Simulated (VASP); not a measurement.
Wanted: the native input for a VASP 6.6.1 run.

- Task: relaxation of the atoms
- Functional: PBE
- Potentials or basis: VASP PAW PBE potentials, release 64 (C, H)
- Cutoff: 400 eV
- k mesh: 1 × 1 × 1
- Occupations: gaussian, width 0.01 eV
- Spin: no spin polarisation
- Atoms held fixed (from 0): [0]
- Further INCAR settings: ALGO = Fast; EDIFF = 1e-07; ISYM = 0; IBRION = 2; EDIFFG = -0.03; NSW = 120

The structure of C2H2 lies in POSCAR:

```
HC
1.0
   12.7048579379      0.0000000000      0.0000000000
    0.0000000000     13.2048579379      0.0000000000
    0.0000000000      0.0000000000     13.7048579379
C H
2 2
Selective dynamics
Direct
    0.4685424883      0.5212602787      0.4723769897  F F F
    0.5314504167      0.4863147686      0.5276275906  T T T
    0.4132313085      0.5519877836      0.4237867930  T T T
    0.5867757864      0.4555831102      0.5762086266  T T T
```

The input as run:

INCAR

```
PREC = Accurate ; ENCUT = 400
EDIFF = 1E-7 ; ISMEAR = 0
SIGMA = 0.01 ; LREAL = F
LASPH = T ; NELM = 60
ALGO = Fast ; ISIF = 2
LWAVE = F ; LCHARG = F
GGA = PE ; IBRION = 2
NSW = 120 ; EDIFFG = -0.03
ISYM = 0
```

KPOINTS

```
regular mesh
0
Gamma
  1 1 1
```

Potentials or basis: VASP PAW PBE potentials, release 64 (C, H).

Launch:

```bash
$ cat potpaw_PBE.64/C/POTCAR potpaw_PBE.64/H/POTCAR > POTCAR
$ mpirun -np 1 vasp_gam > vasp.out
```

It gave:

```json
{"Energy gained by relaxing": "6.6 meV/atom", "Ionic steps": "7", "Gap between the frontier levels": "6.74 eV"}
```

Caveat: the standard files for N, O and F lose accuracy on very short bonds.

Run time: 7.4 min on 1 thread of Intel(R) Xeon(R) Platinum 8488C (Sapphire Rapids) (shared host), peak memory 1.3 GiB.
